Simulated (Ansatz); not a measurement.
# PbF2 (fluorite structure)

The computed numbers are results of r²SCAN, scalar-relativistic (no spin polarisation) in the plane-wave PAW code Ansatz at 500 eV, 8×8×8 k-mesh, Gaussian smearing of 0.05 eV; PAW files: Ansatz's generated set soft_2.

```xyz
3
Lattice="0.0000 2.9605 2.9605 2.9605 0.0000 2.9605 2.9605 2.9605 0.0000" Properties=species:S:1:pos:R:3 pbc="T T T"
Pb    0.0000    0.0000    0.0000
F     1.4802    1.4802    1.4802
F     4.4407    4.4407    4.4407
```

The start was a prototype's sites filled with these elements; the Crystallography Open Database holds the compound in this structure.

The cell has space group Fm-3m (read at 0.01 Å). In it the stress is 0.01, 0.01, 0.01, 0.00, 0.00, 0.00 GPa and the largest force component 0.000 eV/Å. Each change below starts from this cell, without further relaxation. Stress is in GPa, positive in compression, in the order xx, yy, zz, yz, xz, xy; energies are counted from the cell above.

**Question.** What happens when atom 1 (Pb) is moved by 0.20 Å along x?

**Answer.** The energy changes by 29.2 meV per cell, and the force on it along the shift is -0.320 eV/Å (−F/u = 1.60 eV/Å²). Stress: 1.13, 0.81, 0.81, 0.00, 0.00, 0.00. The gap on the mesh goes from 4.93 eV to 4.86 eV.
```tsv
atom	Fx (eV/Å)	Fy	Fz
Pb1	-0.320	0.000	0.000
F2	0.160	0.000	0.000
F3	0.160	0.000	0.000
```
In a harmonic crystal the energy would rise by −½F·u = ½ × 1.60 × 0.20² eV = 32.0 meV, close to the run's value; the rest is anharmonic or numerical.

**Question.** A single strain component, atoms carried along, gave the stress 0.05, 0.05, 0.05, 0.00, 0.00, -0.68. Which component, and about how large?

**Answer.** An engineering strain of 2 % in xy; the energy changes by 2.2 meV per cell.

**Question.** All atoms and the cell are disturbed at random:
```xyz
3
Lattice="0.0388 2.9792 3.0027 2.9655 0.0512 2.9903 2.9721 2.9734 0.0447" Properties=species:S:1:pos:R:3 pbc="T T T"
Pb   -0.0117   -0.2008   -0.0040
F     1.5107    1.3632    1.7485
F     4.4774    4.8414    4.2930
```
Give the energy change, the stress and the forces.

**Answer.** 665.3 meV per cell; stress 7.18, 7.32, 7.67, -2.24, 7.36, -6.34 GPa. The gap on the mesh goes from 4.93 eV to 3.46 eV.
```tsv
atom	Fx (eV/Å)	Fy	Fz
Pb1	-0.821	0.613	-0.438
F2	-0.417	0.997	-1.109
F3	1.238	-1.610	1.546
```

Kohn–Sham gaps of semilocal functionals lie under measured ones, often by a third or more. For elements this heavy, spin–orbit coupling would shift levels and gaps; it isn't included here.
